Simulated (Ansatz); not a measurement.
## Structure types of Te at zero pressure (relativity switched off)

Structure types of Te are relaxed in primitive cells with their symmetry kept at 0 GPa, first on PAW files, then by LAPW. The enthalpy is E + pV at zero temperature, without zero-point motion. Only the types listed were tried, and differences under about 5 meV/atom are mesh noise. Not among the end structures: fcc, hcp, which may lie lower.

Level of theory: DFT with PBE, non-relativistic, in Ansatz 0.2.0; Fermi–Dirac smearing of 0.05 eV, no spin polarisation. LAPW: all electrons, basis error target 0.5 meV/atom.

k meshes: bcc 15×15×15, hcp 14×14×8, sc 13×13×13, diamond 11×11×11.

Which type is lowest in enthalpy, and by how much?

sc, 123 meV/atom below distorted hcp. The whole table:

```json
{"start type": "bcc", "ends as": "bcc, Im-3m", "a, b, c (Å)": "3.863, 3.863, 3.863", "V (Å³/atom)": "28.82", "H − H(lowest), LAPW (meV/atom)": "259.7"}
{"start type": "hcp", "ends as": "distorted hcp, P6_3/mmc", "a, b, c (Å)": "4.061, 4.061, 4.445", "V (Å³/atom)": "31.75", "H − H(lowest), LAPW (meV/atom)": "122.9"}
{"start type": "sc", "ends as": "sc, Pm-3m", "a, b, c (Å)": "3.221, 3.221, 3.221", "V (Å³/atom)": "33.41", "H − H(lowest), LAPW (meV/atom)": "0.0"}
{"start type": "diamond", "ends as": "diamond, Fd-3m", "a, b, c (Å)": "7.253, 7.253, 7.253", "V (Å³/atom)": "47.70", "H − H(lowest), LAPW (meV/atom)": "420.7"}
```
